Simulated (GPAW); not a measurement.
# Quasiparticle gap of BP (honeycomb monolayer) in GPAW, part 2 of 2

Wanted: ground state, empty states, screening and self-energy for BP (honeycomb monolayer).

GPAW 26.7.0; PBE and many-body steps on it, plane waves. Known limits of the many-body steps: short of the basis limit.

So far. Step 3 (Bands along the symmetry lines): The gap is 0.898 eV, as in the run before at this level. Step 4 (Empty states on the mesh, 12×12×1 mesh, 241 bands): On this mesh the gap is 0.898 eV.

**5. Screening and self-energy, 12×12×1 mesh, 107 bands, screening to 60 eV**

G0W0 replaces the xc potential by the self-energy, built once from these orbitals. Only a window of levels is corrected, while the sums run over the empty bands that the input names.

This step: G0W0 on PBE, plane waves, PAW.

Contents of run.py:

```python
import json
import numpy as np
from gpaw.mpi import world
from gpaw.response.g0w0 import G0W0

gw = G0W0('full.gpw',
    filename='gw',
    kpts=[0, 9],
    bands=(2, 6),
    ecut=60,
    nbands=107,
    truncation='2D',
    integrate_gamma='sphere',
    q0_correction=True,
    frequencies={'type': 'nonlinear', 'domega0': 0.15, 'omega2': 15.0},
    eta=0.1,
    nblocksmax=True)
gw.calculate()
res = {mode: {k: v for k, v in r.items() if k != 'sigma_eskwn'}
       for mode, r in gw.all_results.items()}

if world.rank == 0:
    with open('result.json', 'w') as f:
        json.dump(res, f, default=lambda x: x.tolist())
```

The run is started by

```sh
$ mpirun -n 8 gpaw python run.py
```

Output:

```text
Using integrator: PointIntegrator
NonLinearFrequencyDescriptor(from 0.000 to 75.270 eV, 164 points)
Nonperiodic BCs:  [False False  True]
Using integrator: PointIntegrator
NonLinearFrequencyDescriptor(from 0.000 to 75.270 eV, 164 points)
Nonperiodic BCs:  [False False  True]
Applying analytical 2D correction to W:
    Evaluating Gamma point contribution to W on a 11x11x1 grid
  ___  _ _ _
 |   || | | |
 | | || | | |
 |__ ||_____|
 |___|

BZ k-points: Symmetries present (total): 12

  [... matrices ...]
144 k-points: 12 x 12 x 1 Monkhorst-Pack grid + [1/24,1/24,0.000000]
19 k-points in the irreducible part of the Brillouin zone
       k-points in crystal coordinates                weights
   0:    -0.00000000   -0.00000000    0.00000000          1/144
   1:     0.08333333   -0.00000000    0.00000000          6/144
   2:     0.16666667   -0.08333333    0.00000000          6/144
   3:     0.16666667   -0.00000000    0.00000000          6/144
   4:     0.25000000   -0.08333333    0.00000000         12/144
   5:     0.25000000   -0.00000000    0.00000000          6/144
   6:     0.33333333   -0.16666667    0.00000000          6/144
   7:     0.33333333   -0.08333333    0.00000000         12/144
   8:     0.33333333   -0.00000000    0.00000000          6/144
   9:     0.33333333    0.33333333    0.00000000          2/144
          ...
  18:     0.50000000    0.50000000    0.00000000          3/144

Distributing spins, k-points and bands (1 x 2 x 4) over 1 process
Number of blocks: 8

Quasi particle states:
k-points (IBZ indices): [0, 9]
Band range: (2, 6)
  [... matrices ...]
Computational parameters:
Plane wave cut-off: 60 eV
Number of bands: 107
Coulomb cutoff: 2D
Broadening: 0.1 eV

fxc modes: GW
Kernel: RPA
Using full-frequency real axis integration
Summing all q:

Calculating screened Coulomb potential
2D Coulomb truncation
NonLinearFrequencyDescriptor(from 0.000 to 75.270 eV, 164 points)
Removing empty qpoint cache files...

Calculating chi0 body with:
    Ground state adapter containing:
    Number of spins: 1
    Number of kpoints: 144
    Number of irreducible kpoints: 19
    Number of completely occupied states: 4
    Number of partially occupied states: 4
    Occupied states memory: 1.708984375 M / cpu

    Linear response parametrization:
    q_c: [-2.081668e-17, -2.081668e-17, 0.0]
    Number of frequency points: 164
    Planewave cutoff: 60.0
    Number of bands: 107
    Number of planewaves: 99
    Broadening (eta): 0.1
    comm.size: 8
    kncomm.size: 1
    blockcomm.size: 8

    Memory estimate of potentially large arrays:
        chi0_wGG: 3.065804 M / cpu
Integrating chi0 body.

Symmetries of q_c:
    Direct symmetries (Uq -> q): 12
    Indirect symmetries (TUq -> q): 12
In total 24 allowed symmetries.

  [... matrices ...]
19 groups of equivalent kpoints. 86.805556% reduction.

Integral kind: spectral function
Integrating chi0 head and wings.

Symmetries of q_c:
    Direct symmetries (Uq -> q): 12
    Indirect symmetries (TUq -> q): 12
In total 24 allowed symmetries.

  [... matrices ...]
19 groups of equivalent kpoints. 86.805556% reduction.

Integral kind: spectral function wings

Calculating chi0 body with:
    Ground state adapter containing:
    Number of spins: 1
    Number of kpoints: 144
    Number of irreducible kpoints: 19
    Number of completely occupied states: 4
    Number of partially occupied states: 4
[... the further q-points ...]

Results:
f:      Occupation numbers
eps:     KS-eigenvalues [eV]
vxc:     KS vxc [eV]
exx:     Exact exchange [eV]
sigma:   Self-energies [eV]
dsigma:  Self-energy derivatives
Z:       Renormalization factors
qp:      QP-energies [eV]

k-point 0 (0): (-0.000, -0.000, 0.000)                GW
band       f     eps     vxc     exx   sigma  dsigma       Z      qp
                                                                   GW
   2   1.000  -3.800 -15.123 -17.665   2.023  -0.447   0.691  -4.158
   3   1.000  -3.800 -15.123 -17.665   2.023  -0.447   0.691  -4.158
   4   0.000   1.575  -3.949  -1.531  -2.226  -0.324   0.755   1.721
   5   0.000   2.503 -13.212  -7.748  -3.961  -0.496   0.669   3.508

k-point 1 (9): (0.333, 0.333, 0.000)                GW
band       f     eps     vxc     exx   sigma  dsigma       Z      qp
                                                                   GW
   2   1.000  -8.388 -13.216 -17.539   3.640  -0.662   0.602  -8.799
   3   1.000  -2.133 -12.728 -13.385   0.226  -0.451   0.689  -2.431
   4   0.000  -1.235 -11.017  -7.796  -2.436  -0.466   0.682  -0.699
   5   0.000   4.251  -7.767  -3.412  -3.701  -0.309   0.764   4.751
```

Elapsed: 2.4 min, on 8 MPI ranks of AMD EPYC 7R43, shared host; peak memory 3.1 GiB.

This step gave:

| Property | Result |
| --- | --- |
| G0W0 gap on the mesh | 1.731 eV |
| least direct G0W0 gap on the computed points | 1.731 eV |
| Z at the valence top | 0.6892 |
| Z at the conduction bottom | 0.6823 |
| starting gap on the mesh | 0.8981 eV |
| k of the valence top | 0.3333, 0.3333, 0 |
| k of the conduction bottom | 0.3333, 0.3333, 0 |

The gap on the mesh goes from 0.90 eV to 1.73 eV, a correction of +0.83 eV.

Limits: finite bands, cutoff and mesh. v1 is the top filled band, c1 the lowest empty one. The levels before and after the correction (eV, zero at the valence-band top of each column):

|  | conduction bottom | valence top |
| --- | --- | --- |
| Kohn-Sham | 0.90 | 0.00 |
| G0W0 | 1.73 | 0.00 |

|  | level | energy (eV) |
| --- | --- | --- |
| Kohn-Sham | (0.333 0.333 0) v2 | -6.255 |
| Kohn-Sham | (0.333 0.333 0) v1 | 0.000 |
| Kohn-Sham | (0.333 0.333 0) c1 | 0.898 |
| Kohn-Sham | (0.333 0.333 0) c2 | 6.384 |
| G0W0 | (0.333 0.333 0) v2 | -6.369 |
| G0W0 | (0.333 0.333 0) v1 | 0.000 |
| G0W0 | (0.333 0.333 0) c1 | 1.731 |
| G0W0 | (0.333 0.333 0) c2 | 7.182 |

**6. Where the time went**

Times are wall times on 8 MPI ranks of AMD EPYC 7R43, shared host, good to a factor of about two.

| step | time | share | memory (GiB) |
| --- | --- | --- | --- |
| ground state | 8.7 s | 4 % | 1.3 |
| bands along the symmetry lines | 7.2 s | 3 % | 1.4 |
| empty states on the mesh | 82 s | 34 % | 1.8 |
| screening and self-energy | 2.4 min | 59 % | 3.1 |

**7. What came out**

| Quantity | Value |
| --- | --- |
| PBE gap | 0.90 eV, direct |
| G0W0 gap on the mesh | 1.73 eV |
| GW settings | 12×12×1 mesh, 107 bands, screening to 60 eV, full frequency, Hilbert transform |
| known limits | short of the basis limit |

G0W0 moves the gap on the mesh from 0.90 eV to 1.73 eV (+0.83 eV), with Z of 0.69 and 0.68 at the edges. The dearest step here is «screening and self-energy». Bands and cutoff are finite, so the gap stands short of the basis limit, usually by up to a few tenths of an eV; the mesh is an error of its own. In this program the long-wavelength screening can come out low in d oxides and layered crystals.

[Long decimals in the printed logs are rounded to 6 places.]

[Logs are printed without paths, hosts, clocks, repeated set-up lines and the standing remarks that a program may print on its own settings, such as how far it seeks lower states.]

[Paths, hosts, dates, memory and timing lines, banners, echoed tables and standing remarks are left out of the program output; an Ansatz launch command may be rebuilt from the run's recorded settings. Measured values are a selection of at most five: reports struck by readers or far from the other reports are left out. None is set beside runs whose start may be inverted or whose files or cutoffs have a known fault.]

[Runs of the session that timed out or met a known fault of the program may be left out.]

[Hosts, paths, dates, database ids (printed as entryN), source tags and the programs' standing remarks are cut or masked in the printed files.]

[Where the starting crystal was built by hand or by swapping elements, it need not be the compound's stable phase.]
